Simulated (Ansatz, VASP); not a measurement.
# Two plane-wave programs on MgO

```
Mg O
1.0
     0.00000    3.55391    2.95471
     2.03791    0.00000    2.95471
     2.03791    3.55391    0.00000
Mg O
2 2
Cartesian
  2.0379 1.7770 2.7061
  2.0379 5.3309 2.7061
  2.7172 3.5539 1.9698
  1.3586 3.5539 1.9698
```

Alike in both runs: task relaxation of cell and atoms; functional PBE; k mesh 6 × 6 × 6; occupations gaussian, width 0.1 eV; no spin polarisation.

|  | VASP | Ansatz |
| --- | --- | --- |
| version | VASP 6.6.1 | Ansatz 0.2.0 |
| potentials or method | VASP PAW PBE potentials, release 64 (Mg, O) | scalar-relativistic, plane waves, PAW |
| plane-wave cutoff (eV) | 600 | 420 |
| valence electrons in the cell | 16 | 32 |

|  | VASP | Ansatz | Ansatz less VASP |
| --- | --- | --- | --- |
| gap on the k mesh at the Fermi level, each at its own relaxed structure (eV) | 1.78 | 2.12 | +0.339 |
| relaxed volume (Å³/atom) | 14.31 | 18.15 | +3.840 |
| relaxed cell length with the largest relative difference (Å) | 4.589 | 5.347 | +0.7580 |
| energy change over the relaxation (meV/atom) | -2813 | -2881 | -67.9 |

One of these differences is far larger than is usual between the two programs; its cause wasn't traced. The two sets of potentials don't hold the same shells in valence.

Caveats: the volume moved by over 15 % at a fixed basis, so the end points are rough (VASP). A k mesh can miss the band edges.
